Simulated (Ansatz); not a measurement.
Isomers of C$_{2}$H$_{4}$O$_{2}$, relaxed with PBE0-D4/def2-TZVP in Ansatz; electronic energies, one conformer each and not always the lowest. Functionals use def2-TZVPP; CBS adds triple-zeta CCSD(T) − MP2 to the MP2 limit of def2-TZVPP and def2-QZVPP.

**Question.** Order them by energy at frozen-core CCSD(T)/CBS, lowest first. (Best estimate.)
A. `CC(=O)O`
B. `C1OCO1`
C. `COC=O`

**Answer.** A (0.0 kcal/mol), C (17.1 kcal/mol), B (53.7 kcal/mol).

**Question.** How do r2SCAN-D4, B3LYP-D4, ωB97M-V, MP2/CBS(def2) place them (kcal/mol, against `CC(=O)O`)? (Best estimate.)

**Answer.** Computed: 
```tsv
isomer	r2SCAN-D4	B3LYP-D4	ωB97M-V	MP2/CBS(def2)
`COC=O`	17.3	16.1	17.4	17.9
`C1OCO1`	56.3	55.7	53.5	55.6
```

B3LYP here is the variant with VWN-RPA as its local correlation; programs differ in this.
